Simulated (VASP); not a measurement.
# RbBr: single point with PBEsol

RbBr:

```
Rb Br
1.0
     4.07017    0.00000    0.00000
     0.00000    4.07017    0.00000
     0.00000    0.00000    4.07017
Rb Br
1 1
Direct
  0.96031 0.00000 0.00000
  0.54246 0.50000 0.50000
```

The cell comes from a database or a generator and needn't be the stable form of this composition.

The cell isn't the ideal one: mode 4 frozen in at -0.173 Å, equal normal strain along x and y +0.0000.

* Program: VASP 6.6.1
* Task: single point
* Functional: PBEsol
* Potentials or basis: VASP PAW PBE potentials, release 64 (Rb_sv, Br)
* Cutoff: 520 eV
* k mesh: 6 × 6 × 6
* Occupations: gaussian, width 0.05 eV
* Spin: no spin polarisation

* Pressure: 0.7 GPa
* Largest force: 0.301 eV/Å
* Band gap on the k mesh: 4.07 eV, indirect (least direct gap 4.22 eV)

Forces on the atoms (eV/Å):
```
Rb   0.301  0.000  0.000
Br  -0.301  0.000  0.000
```

Stress tensor (GPa, compression positive):
```
0.51 0.00 0.00
0.00 0.83 0.00
0.00 0.00 0.83
```

Levels at points of the mesh, in eV from the valence-band top:
| k point | band 6 | band 7 | band 8 | band 9 | band 10 | band 11 |
| --- | --- | --- | --- | --- | --- | --- |
| (0.00, 0.00, 0.00) | -0.20 | -0.15 | -0.15 | 4.07 | 5.39 | 5.70 |
| (0.50, 0.00, 0.00) | -1.84 | -0.24 | -0.24 | 6.65 | 7.19 | 7.88 |
| (0.00, 0.50, 0.00) | -1.84 | -0.29 | -0.19 | 6.70 | 7.03 | 7.71 |
| (0.50, 0.50, 0.00) | -1.12 | -1.09 | -0.04 | 5.26 | 6.16 | 7.97 |
| (0.00, 0.50, 0.50) | -1.08 | -1.08 | 0.00 | 5.28 | 6.33 | 8.01 |
| (0.50, 0.50, 0.50) | -1.44 | -1.41 | -1.41 | 7.88 | 7.88 | 8.35 |

Run time: 17 s on 1 thread of Intel(R) Xeon(R) 6975P-C (Granite Rapids) (shared host), peak memory 0.18 GiB.

Caveat: the PAW data sets were made with another functional, which shifts forces and pressure a little. A k mesh can miss the band edges.
